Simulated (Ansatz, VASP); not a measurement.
## PbS: VASP beside Ansatz

```xyz
2
Lattice="0.0000 2.9650 2.9650 2.9650 0.0000 2.9650 2.9650 2.9650 0.0000" Properties=species:S:1:pos:R:3 pbc="T T T"
Pb    0.0000    0.0000    0.0000
S     2.9650    2.9650    2.9650
```

Alike in both runs: task single point; functional LDA; k mesh 10 × 10 × 10; occupations gaussian, width 0.03 eV; no spin polarisation.

|  | VASP | Ansatz |
| --- | --- | --- |
| version | VASP 6.6.1 | Ansatz 0.2.0 |
| potentials or method | VASP PAW LDA potentials, release 64 (Pb_d, S) | scalar-relativistic, plane waves, PAW |
| plane-wave cutoff (eV) | 520 | 420 |
| valence electrons in the cell | 20 | 20 |

```csv
,VASP,Ansatz,Ansatz less VASP
gap on the k mesh at the Fermi level (eV),0.20,0.23,+0.024
least direct gap on the mesh (eV),0.20,0.23,+0.024
pressure (GPa),-2.5,-2.5,-0.04
```

Caveats: spin-orbit coupling is left out, which as a rule narrows the gap of such compounds by several tenths of an eV.
